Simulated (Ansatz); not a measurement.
**PtS$_{2}$: a sublattice moved along a line**

The calculation used Ansatz 0.2.0, DFT PBE, scalar-relativistic, plane waves, PAW. Cutoff 420 eV, Γ-centred 12×12×8 k-points, Gaussian smearing of 0.05 eV. Spin–orbit coupling is left out, which matters for the heavy elements here. No spin polarisation. Energies are free energies at this smearing, counted from the undisturbed cell; pressure is positive in compression.

Reference structure (as given, not relaxed at this level; it stands at 2.4 GPa):

```yaml
crystal:
  lattice:
    - [3.54320, 0.00000, 0.00000]
    - [-1.77160, 3.06850, 0.00000]
    - [0.00000, 0.00000, 5.03880]
  atoms:
    - { symbol: Pt, position: [0.00000, 0.00000, 0.00000] }
    - { symbol: S, position: [0.33333, 0.66667, 0.25000] }
    - { symbol: S, position: [0.66667, 0.33333, 0.75000] }
```

The cell holds layers and no dispersion correction was added, so their binding is poorly described.

Every Pt atom is moved by x along the Cartesian unit vector (0.707, 0.707, 0.000); the cell and all other atoms stay fixed.

```
  x (Å)  ΔE (meV/cell) force along x on the moved atoms (eV/Å) pressure (GPa) gap on the mesh (eV)
-0.5000         2060.6                                     7.87            20.1                  0.00
-0.2500          511.8                                     4.14             6.7                  0.33
 0.0000            0.0                                     0.00             2.4                  0.55
 0.0625              ?                                        ?             2.6                  0.57
 0.1250          126.6                                    -2.03             3.5                  0.56
 0.1875              ?                                    -3.08             4.8                     ?
 0.3125          804.5                                    -5.22             9.2                  0.19
 0.3750         1164.5                                    -6.29            12.3                  0.00
 0.4375         1588.7                                    -7.23            16.0                  0.00
```

By symmetry 0.5000 repeats -0.5000, -0.3750 repeats 0.3750, 0.2500 repeats -0.2500, -0.1250 repeats 0.1250 in energy, with the opposite slope along the path. Where the gap reads zero the k-mesh, chosen for the insulator, is on the coarse side.

Give the withheld values.

ΔE (meV/cell) at x (Å) = 0.0625: 31.6; force along x on the moved atoms (eV/Å) at x (Å) = 0.0625: -1.01; ΔE (meV/cell) at x (Å) = 0.1875: 286.3; gap on the mesh (eV) at x (Å) = 0.1875: 0.45.